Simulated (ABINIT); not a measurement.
Si2W:

```
W Si
1.0
    -1.60690    1.60690    3.91495
     1.60690   -1.60690    3.91495
     1.60690    1.60690   -3.91495
W Si
1 2
Direct
  0.00000 0.00000 0.00000
  0.66530 0.66530 0.00000
  0.33470 0.33470 0.00000
```

Base run:

| Property | Result |
| --- | --- |
| Program | ABINIT 10.8.3 (patched build) |
| Functional | PBEsol |
| Potentials or basis | PseudoDojo NC SR PBEsol v0.4.1 standard |
| Cutoff | 844 eV |
| k mesh | 9 × 9 × 9 |
| Occupations | fermi-dirac, width 0.05 eV |
| Spin | no spin polarisation |

Its results: band gap on the k mesh none (metal or under the smearing width); pressure -2.0 GPa; largest force 0.008 eV/Å.

**Question.** The run is repeated on the same cell with these changes: functional from PBEsol to PBE; potentials or basis from PseudoDojo NC SR PBEsol v0.4.1 standard to PseudoDojo NC SR PBE v0.4.1 standard; cutoff from 844 eV to 816 eV. What comes out?

**Answer.** Band gap on the k mesh none (metal or under the smearing width); pressure 3.2 GPa; largest force 0.045 eV/Å.

Caveats: the cutoff is short for stress, so the pressure is rough (some runs).
